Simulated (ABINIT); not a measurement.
# AgBr (Fm-3m): G0W0 in ABINIT against the plane-wave cutoff, part 2 of 2

Wanted: the cheapest plane-wave cutoff that holds the gap of AgBr (Fm-3m).

ABINIT 10.8.3; PBE and many-body steps on it, plane waves. Known limits of the many-body steps: not at the basis limit; d shell near the gap, gap tends to lie low; no spin-orbit coupling; coarse k mesh.

So far. Step 5 (Empty states on the mesh, 4×4×4 mesh, 97 bands): On this mesh the gap is 0.672 eV. Step 6 (Screening, 4×4×4 mesh, 89 bands, screening to 163.3 eV): Local fields lower ε∞ by 7 %. On a Γ-centred mesh this coarse the value itself is usually too large, while a short band sum pulls it down.

The database entry behind the starting cell differs from later determinations by our own check (about 0.6 % short of the room-temperature cell), so it need not match the best structure at ambient conditions.

## Step 8: Screening, 4×4×4 mesh, 89 bands, screening to 163.3 eV

This step: RPA screening on PBE, plane waves, norm-conserving pseudopotentials.

Input file run.abi:

```
acell 3*1.0 Angstrom
rprim 
  -0.000000000000 2.870150000000 2.870150000000
  2.870150000000 0.000000000000 2.870150000000
  2.870150000000 2.870150000000 0.000000000000
ntypat 2
znucl 47 35
natom 2
typat 1 2
xred 
  0.000000000000 0.000000000000 0.000000000000
  0.500000000000 0.500000000000 0.500000000000
pp_dirpath "pseudos"
pseudos "Ag.upf, Br.upf"
ecut 30
ngkpt 4 4 4
nshiftk 1
shiftk 0 0 0
kptopt 1
chksymbreak 0
istwfk *1
occopt 1
irdwfk 1
optdriver 3
nband 89
ecuteps 6
inclvkb 2
awtr 1
symchi 1
indata_prefix "in"
outdata_prefix "out"
tmpdata_prefix "tmp"
```

Command:

```console
$ OMP_NUM_THREADS=1 mpirun -n 8 abinit run.abi > log
```

Numbers of over 12 decimals in the logs are rounded to 6 here.

The program printed:

```text
.Version 10.8.3 of ABINIT. v10.8.2 released Aug 2026.

 Symmetries : space group Fm -3 m (#225); Bravais cF (face-center cubic)
[... echo of the input left out ...]
== DATASET  1 ==================================================================
-   mpi_nproc: 8, omp_nthreads: 1 (-1 if OMP is not activated)

--- !DatasetInfo
iteration_state: {dtset: 1, }
dimensions: {natom: 2, nkpt: 8, mband: 89, nsppol: 1, nspinor: 1, nspden: 1, mpw: 2525, }
cutoff_energies: {ecut:  30.0, pawecutdg:  -1.0, }
electrons: {nelect:   2.60000000E+01, charge:   0.00000000E+00, occopt:   1.00000000E+00, tsmear:   1.00000000E-02, }

 SCREENING: Calculation of the susceptibility and dielectric matrices

 Based on a program developped by R.W. Godby, V. Olevano, G. Onida, and L. Reining.
 Incorporated in ABINIT by V. Olevano, G.-M. Rignanese, and M. Torrent.
.Using double precision arithmetic ; gwpc =  8

[... cell and pseudopotentials left out ...]
--------------------------------------------------------------------------------

 ==== K-mesh for the wavefunctions ====
 Number of points in the irreducible wedge :     8
[... list of points left out ...]
 Together with 48 symmetry operations and time-reversal symmetry
 yields    64 points in the full Brillouin Zone.

 ==== Q-mesh for the screening function ====
 Number of points in the irreducible wedge :     8
[... list of points left out ...]
 Together with 48 symmetry operations and time-reversal symmetry
 yields    64 points in the full Brillouin Zone.

 setmesh: FFT mesh size selected  =    27x   27x   27
          total number of points  =        19683

 vcoul_init : cutoff-mode = AUXILIARY_FUNCTION
 q-points for optical limit:   1
     1)      0.000010    0.000020    0.000030

- screening: taking advantage of time-reversal symmetry
- Maximum band index for partially occupied states nbvw = 13
- Remaining bands to be divided among processors   nbcw = 76
- Number of bands treated by each node ~9

 Number of electrons calculated from density =   26.0000; Expected =   26.0000
 average of density, n =  0.081477
 r_s =    1.4310
 omega_plasma =   27.5342 [eV]

 calculating chi0 at frequencies [eV] :
  1    0.000000E+00    0.000000E+00
  2    0.000000E+00    2.753418E+01

--------------------------------------------------------------------------------
  q-point number  1        q = ( 0.000000, 0.000000, 0.000000) [r.l.u.]
--------------------------------------------------------------------------------
[... chi0 elements left out ...]
 For q-point:  0.000010 0.000020 0.000030
  dielectric constant =   6.8108
  dielectric constant without local fields =   7.3560

  Average fulfillment of the sum rule on Im[epsilon] for q-point    1 :     61.87  [%]
[... wings left out ...]
  q-point number  2        q = ( 0.250000, 0.000000, 0.000000) [r.l.u.]
--------------------------------------------------------------------------------
[... chi0 elements left out ...]
  Average fulfillment of the sum rule on Im[epsilon] for q-point    2 :     76.45  [%]

 [... 6 further q-points ...]
```

It took 12 s on 8 MPI ranks of AMD EPYC 7R43, shared host; peak memory 1.2 GiB.

Numbers from this step:

```yaml
eps_infinity_with_local_fields_on_this_mesh_along_the_program_s_q_direction: 6.811
the_same_without_local_fields: 7.356
plasma_frequency: 27.53 eV
plane_waves_in_the_screening_matrix: 229
```

## Step 9: 30 Ha

The self-energy is evaluated for the states that the input lists, and the levels follow from it, in one-shot runs by the linearised quasiparticle equation.

This step: G0W0 on PBE, plane waves, norm-conserving pseudopotentials.

run.abi: that of step 8 with these lines changed.

```diff
@@ -23,8 +23,17 @@
 irdwfk 1
-optdriver 3
+optdriver 4
 nband 89
+gwcalctyp 0
+ecutsigx 30
+symsigma 1
+nkptgw 2
+kptgw 
+  0.5000000000 0.0000000000 0.0000000000
+  0.0000000000 0.0000000000 0.0000000000
+bdgw 
+  12 15
+  11 17
 ecuteps 6
-inclvkb 2
-awtr 1
-symchi 1
+irdscr 1
+ppmodel 1
 indata_prefix "in"
```

The program printed:

```text
.Version 10.8.3 of ABINIT. v10.8.2 released Aug 2026.

 Symmetries : space group Fm -3 m (#225); Bravais cF (face-center cubic)
[... echo of the input left out ...]
== DATASET  1 ==================================================================
-   mpi_nproc: 8, omp_nthreads: 1 (-1 if OMP is not activated)

--- !DatasetInfo
iteration_state: {dtset: 1, }
dimensions: {natom: 2, nkpt: 8, mband: 89, nsppol: 1, nspinor: 1, nspden: 1, mpw: 2525, }
cutoff_energies: {ecut:  30.0, pawecutdg:  -1.0, }
electrons: {nelect:   2.60000000E+01, charge:   0.00000000E+00, occopt:   1.00000000E+00, tsmear:   1.00000000E-02, }

 SIGMA: Calculation of the GW corrections

 Based on a program developped by R.W. Godby, V. Olevano, G. Onida, and L. Reining.
 Incorporated in ABINIT by V. Olevano, G.-M. Rignanese, and M. Torrent.
.Using double precision arithmetic ; gwpc =  8

[... cell and pseudopotentials left out ...]
--------------------------------------------------------------------------------

 ==== K-mesh for the wavefunctions ====
 Number of points in the irreducible wedge :     8
[... list of points left out ...]
 Together with 48 symmetry operations and time-reversal symmetry
 yields    64 points in the full Brillouin Zone.

 ==== Q-mesh for screening function ====
 Number of points in the irreducible wedge :     8
[... list of points left out ...]
 Together with 48 symmetry operations and time-reversal symmetry
 yields    64 points in the full Brillouin Zone.

 vcoul_init : cutoff-mode = AUXILIARY_FUNCTION
 q-points for optical limit:   1
     1)      0.000010    0.000020    0.000030
 setmesh: FFT mesh size selected  =    40x   40x   40
          total number of points  =        64000

 Number of electrons calculated from density =   26.0000; Expected =   26.0000
[...]
number of omega for Sigma on real axis              0
 max omega for Sigma on real axis  [eV]           0.00
 zcut for avoiding poles [eV]                     0.10

 EPSILON^-1 parameters (SCR file):
 dimension of the eps^-1 matrix on file            229
 dimension of the eps^-1 matrix used               229
 number of plane-waves for wavefunctions          2445
 number of bands                                    89
 number of q-points in IBZ                           8
 number of frequencies                               2
 number of real frequencies                          1
 number of imag frequencies                          1

 matrix elements of self-energy operator (all in [eV])

 Perturbative Calculation

--- !SelfEnergy_ee
iteration_state: {dtset: 1, }
kpoint     : [   0.500,    0.000,    0.000, ]
spin       : 1
KS_gap     :    3.739
QP_gap     :    4.449
Delta_QP_KS:    0.711
data: !SigmaeeData |
     Band     E0 <VxcDFT>   SigX SigC(E0)      Z dSigC/dE  Sig(E)    E-E0       E
       12   4.902 -19.818 -24.040   3.550   0.799  -0.252 -20.354  -0.536   4.366
       13   4.902 -19.818 -24.040   3.550   0.799  -0.252 -20.354  -0.536   4.366
       14   8.640  -8.808  -4.760  -3.838   0.833  -0.201  -8.634   0.174   8.815
[...]
--- !SelfEnergy_ee
iteration_state: {dtset: 1, }
kpoint     : [   0.000,    0.000,    0.000, ]
spin       : 1
KS_gap     :    2.609
QP_gap     :    3.721
Delta_QP_KS:    1.111
data: !SigmaeeData |
     Band     E0 <VxcDFT>   SigX SigC(E0)      Z dSigC/dE  Sig(E)    E-E0       E
[...]
16  14.834 -11.432  -6.548  -4.233   0.817  -0.224 -10.901   0.532  15.365
       17  14.834 -11.432  -6.548  -4.233   0.817  -0.224 -10.901   0.532  15.365

== END DATASET(S) ==============================================================
================================================================================

 -outvars: echo values of variables after computation  --------
           etotal      0.0000000000E+00
            nband          89
             nkpt           8
          spgroup         225
 [... the other variables as echoed above ...]

 Calculation completed.
```

Wall time 7.1 s (8 MPI ranks); peak memory 1.2 GiB; 54 s of CPU time.

This step gave:

```
G0W0 gap on the points computed              : 1.571 eV
starting gap on the mesh                     : 0.6787 eV
k of the valence top                         : 0.5, 0, 0
k of the conduction bottom                   : 0, 0, 0
Z at the valence top                         : 0.799
Z at the conduction bottom                   : 0.827
least direct G0W0 gap on the computed points : 3.72 eV
```

The gap on the mesh goes from 0.68 eV to 1.57 eV, a correction of +0.89 eV.

## Step 10: Screening, 4×4×4 mesh, 89 bands, screening to 163.3 eV

This step: RPA screening on PBE, plane waves, norm-conserving pseudopotentials.

run.abi: that of step 9 with these lines changed.

```diff
@@ -14,3 +14,3 @@
 pseudos "Ag.upf, Br.upf"
-ecut 30
+ecut 37
 ngkpt 4 4 4
@@ -23,17 +23,8 @@
 irdwfk 1
-optdriver 4
+optdriver 3
 nband 89
-gwcalctyp 0
-ecutsigx 30
-symsigma 1
-nkptgw 2
-kptgw 
-  0.5000000000 0.0000000000 0.0000000000
-  0.0000000000 0.0000000000 0.0000000000
-bdgw 
-  12 15
-  11 17
 ecuteps 6
-irdscr 1
-ppmodel 1
+inclvkb 2
+awtr 1
+symchi 1
 indata_prefix "in"
```

The program printed:

```text
.Version 10.8.3 of ABINIT. v10.8.2 released Aug 2026.

 Symmetries : space group Fm -3 m (#225); Bravais cF (face-center cubic)
[... echo of the input left out ...]
== DATASET  1 ==================================================================
-   mpi_nproc: 8, omp_nthreads: 1 (-1 if OMP is not activated)

--- !DatasetInfo
iteration_state: {dtset: 1, }
dimensions: {natom: 2, nkpt: 8, mband: 89, nsppol: 1, nspinor: 1, nspden: 1, mpw: 3479, }
cutoff_energies: {ecut:  37.0, pawecutdg:  -1.0, }
[...]
--------------------------------------------------------------------------------
[... chi0 elements left out ...]
 For q-point:  0.000010 0.000020 0.000030
  dielectric constant =   6.8178
  dielectric constant without local fields =   7.3628

  Average fulfillment of the sum rule on Im[epsilon] for q-point    1 :     61.86  [%]
[... wings left out ...]
  q-point number  2        q = ( 0.250000, 0.000000, 0.000000) [r.l.u.]
--------------------------------------------------------------------------------
[... chi0 elements left out ...]
  Average fulfillment of the sum rule on Im[epsilon] for q-point    2 :     76.42  [%]

 [... 6 further q-points ...]
```

It took 18 s on 8 MPI ranks; peak memory 1.4 GiB; 2.4 min of CPU time.

Numbers from this step:

* ε∞ with local fields, on this mesh, along the program's q direction: 6.818
* the same without local fields: 7.363
* plasma frequency: 27.53 eV
* plane waves in the screening matrix: 229

## Step 11: 37 Ha

This step: G0W0 on PBE, plane waves, norm-conserving pseudopotentials.

run.abi: that of step 10 with these lines changed.

```diff
@@ -23,8 +23,17 @@
 irdwfk 1
-optdriver 3
+optdriver 4
 nband 89
+gwcalctyp 0
+ecutsigx 37
+symsigma 1
+nkptgw 2
+kptgw 
+  0.5000000000 0.0000000000 0.0000000000
+  0.0000000000 0.0000000000 0.0000000000
+bdgw 
+  12 15
+  11 17
 ecuteps 6
-inclvkb 2
-awtr 1
-symchi 1
+irdscr 1
+ppmodel 1
 indata_prefix "in"
```

The program printed:

```text
.Version 10.8.3 of ABINIT. v10.8.2 released Aug 2026.

 Symmetries : space group Fm -3 m (#225); Bravais cF (face-center cubic)
[... echo of the input left out ...]
== DATASET  1 ==================================================================
-   mpi_nproc: 8, omp_nthreads: 1 (-1 if OMP is not activated)

--- !DatasetInfo
iteration_state: {dtset: 1, }
dimensions: {natom: 2, nkpt: 8, mband: 89, nsppol: 1, nspinor: 1, nspden: 1, mpw: 3479, }
cutoff_energies: {ecut:  37.0, pawecutdg:  -1.0, }
[...]
Band     E0 <VxcDFT>   SigX SigC(E0)      Z dSigC/dE  Sig(E)    E-E0       E
[...]
16  14.829 -11.431  -6.553  -4.234   0.817  -0.224 -10.905   0.525  15.354
       17  14.829 -11.431  -6.553  -4.234   0.817  -0.224 -10.905   0.525  15.354

== END DATASET(S) ==============================================================
================================================================================

 -outvars: echo values of variables after computation  --------
           etotal      0.0000000000E+00
            nband          89
             nkpt           8
          spgroup         225
 [... the other variables as echoed above ...]

 Calculation completed.
```

The job ended after 6.8 s (8 MPI ranks; peak memory 1.5 GiB; 52 s of CPU time).

Numbers from this step:

- G0W0 gap on the points computed: 1.581 eV
- starting gap on the mesh: 0.6721 eV
- k of the valence top: 0.5, 0, 0
- k of the conduction bottom: 0, 0, 0
- least direct G0W0 gap on the computed points: 3.717 eV

Against the run before, the gap moves by +0.010 eV.

## Step 12: Screening, 4×4×4 mesh, 89 bands, screening to 163.3 eV

This step: RPA screening on PBE, plane waves, norm-conserving pseudopotentials.

run.abi: that of step 11 with these lines changed.

```diff
@@ -14,3 +14,3 @@
 pseudos "Ag.upf, Br.upf"
-ecut 37
+ecut 46
 ngkpt 4 4 4
@@ -23,17 +23,8 @@
 irdwfk 1
-optdriver 4
+optdriver 3
 nband 89
-gwcalctyp 0
-ecutsigx 37
-symsigma 1
-nkptgw 2
-kptgw 
-  0.5000000000 0.0000000000 0.0000000000
-  0.0000000000 0.0000000000 0.0000000000
-bdgw 
-  12 15
-  11 17
 ecuteps 6
-irdscr 1
-ppmodel 1
+inclvkb 2
+awtr 1
+symchi 1
 indata_prefix "in"
```

The program printed:

```text
.Version 10.8.3 of ABINIT. v10.8.2 released Aug 2026.

 Symmetries : space group Fm -3 m (#225); Bravais cF (face-center cubic)
[... echo of the input left out ...]
== DATASET  1 ==================================================================
-   mpi_nproc: 8, omp_nthreads: 1 (-1 if OMP is not activated)

--- !DatasetInfo
iteration_state: {dtset: 1, }
dimensions: {natom: 2, nkpt: 8, mband: 89, nsppol: 1, nspinor: 1, nspden: 1, mpw: 4800, }
cutoff_energies: {ecut:  46.0, pawecutdg:  -1.0, }
[...]
--------------------------------------------------------------------------------
[... chi0 elements left out ...]
 For q-point:  0.000010 0.000020 0.000030
  dielectric constant =   6.8181
  dielectric constant without local fields =   7.3631

  Average fulfillment of the sum rule on Im[epsilon] for q-point    1 :     61.86  [%]
[... wings left out ...]
  q-point number  2        q = ( 0.250000, 0.000000, 0.000000) [r.l.u.]
--------------------------------------------------------------------------------
[... chi0 elements left out ...]
  Average fulfillment of the sum rule on Im[epsilon] for q-point    2 :     76.42  [%]

 [... 6 further q-points ...]
```

Wall time 17 s (8 MPI ranks); peak memory 1.7 GiB.

Numbers from this step:

- ε∞ with local fields, on this mesh, along the program's q direction: 6.818
- the same without local fields: 7.363
- plasma frequency: 27.53 eV
- plane waves in the screening matrix: 229

## Step 13: 46 Ha

This step: G0W0 on PBE, plane waves, norm-conserving pseudopotentials.

run.abi: that of step 12 with these lines changed.

```diff
@@ -23,8 +23,17 @@
 irdwfk 1
-optdriver 3
+optdriver 4
 nband 89
+gwcalctyp 0
+ecutsigx 46
+symsigma 1
+nkptgw 2
+kptgw 
+  0.5000000000 0.0000000000 0.0000000000
+  0.0000000000 0.0000000000 0.0000000000
+bdgw 
+  12 15
+  11 17
 ecuteps 6
-inclvkb 2
-awtr 1
-symchi 1
+irdscr 1
+ppmodel 1
 indata_prefix "in"
```

The program printed:

```text
.Version 10.8.3 of ABINIT. v10.8.2 released Aug 2026.

 Symmetries : space group Fm -3 m (#225); Bravais cF (face-center cubic)
[... echo of the input left out ...]
== DATASET  1 ==================================================================
-   mpi_nproc: 8, omp_nthreads: 1 (-1 if OMP is not activated)

--- !DatasetInfo
iteration_state: {dtset: 1, }
dimensions: {natom: 2, nkpt: 8, mband: 89, nsppol: 1, nspinor: 1, nspden: 1, mpw: 4800, }
cutoff_energies: {ecut:  46.0, pawecutdg:  -1.0, }
[...]
Band     E0 <VxcDFT>   SigX SigC(E0)      Z dSigC/dE  Sig(E)    E-E0       E
[...]
16  14.828 -11.431  -6.555  -4.234   0.817  -0.224 -10.907   0.524  15.352
       17  14.828 -11.431  -6.555  -4.234   0.817  -0.224 -10.907   0.524  15.352

== END DATASET(S) ==============================================================
================================================================================

 -outvars: echo values of variables after computation  --------
           etotal      0.0000000000E+00
            nband          89
             nkpt           8
          spgroup         225
 [... the other variables as echoed above ...]

 Calculation completed.
```

The job ended after 8.7 s (8 MPI ranks; peak memory 1.7 GiB).

Numbers from this step:

- G0W0 gap on the points computed: 1.584 eV
- starting gap on the mesh: 0.6718 eV
- k of the valence top: 0.5, 0, 0
- k of the conduction bottom: 0, 0, 0
- least direct G0W0 gap on the computed points: 3.716 eV

Against the run before, the gap moves by +0.003 eV.

## Step 14: Side by side

Times are wall times on 8 MPI ranks of AMD EPYC 7R43, shared host, good to a factor of about two. A run's time includes the screening step that it read.

```csv
run,mesh,bands,screening cutoff (eV),DFT gap (eV),gap on the mesh (eV),direct (eV),ε∞ used,time
22 Ha,4×4×4,89,163.3,0.668,1.495,3.720,6.85,15 s
30 Ha,4×4×4,89,163.3,0.679,1.571,3.720,6.81,19 s
37 Ha,4×4×4,89,163.3,0.672,1.581,3.717,6.82,25 s
46 Ha,4×4×4,89,163.3,0.672,1.584,3.716,6.82,26 s
```

## Step 15: Summary of results

| Property | Result |
| --- | --- |
| 22 Ha | 1.495 eV |
| 30 Ha | 1.571 eV |
| 37 Ha | 1.581 eV |
| 46 Ha | 1.584 eV |
| known limits | not at the basis limit; d shell near the gap, gap tends to lie low; no spin-orbit coupling; coarse k mesh |

What this shows: The setting moved: plane-wave cutoff. From 22 Ha to 46 Ha the gap moves by +0.09 eV. It holds to 0.03 eV from 30 Ha on. Bands and screening cutoff are coupled, so a series along one setting does not show full convergence. Bands and cutoff are finite, so the gap is not at the basis limit. The miss can reach some tenths of an eV and take either sign; the mesh is an error of its own. In the G0W0 runs levels were corrected at 2 k points alone, so a gap called «on the mesh» is the least over those, and an edge elsewhere would be missed. The 4×4×4 mesh is coarse for this cell, which bears on the long-range parts of exchange and screening. A d shell, filled or nearly so, lies near the gap. One-shot GW converges very slowly in bands there, not always from below, and on a semilocal start the gap tends to come out low; starts rich in exact exchange can overshoot instead. The many-body steps are scalar-relativistic: spin-orbit coupling is not in them.

[Paths, hosts, dates, memory and timing lines, banners, echoed tables and standing remarks are left out of the program output.]

[Logs are printed without paths, hosts, clocks, repeated set-up lines and the standing remarks that a program may print on its own settings, such as how far it seeks lower states.]

[Runs of the session that timed out or met a known fault of the program may be left out.]

[Hosts, paths, dates, database ids (printed as entryN), source tags and the programs' standing remarks are cut or masked in the printed files.]

[G0W0 gaps are taken among the corrected bands and points alone; a level outside them can change the order at an edge.]

[Where Ansatz stands beside ABINIT at settings called matched, ABINIT's density can come from a denser mesh and the files from another edition; pairs whose starting gaps differed by over 0.03 eV were left out, so agreement reads better than it is.]
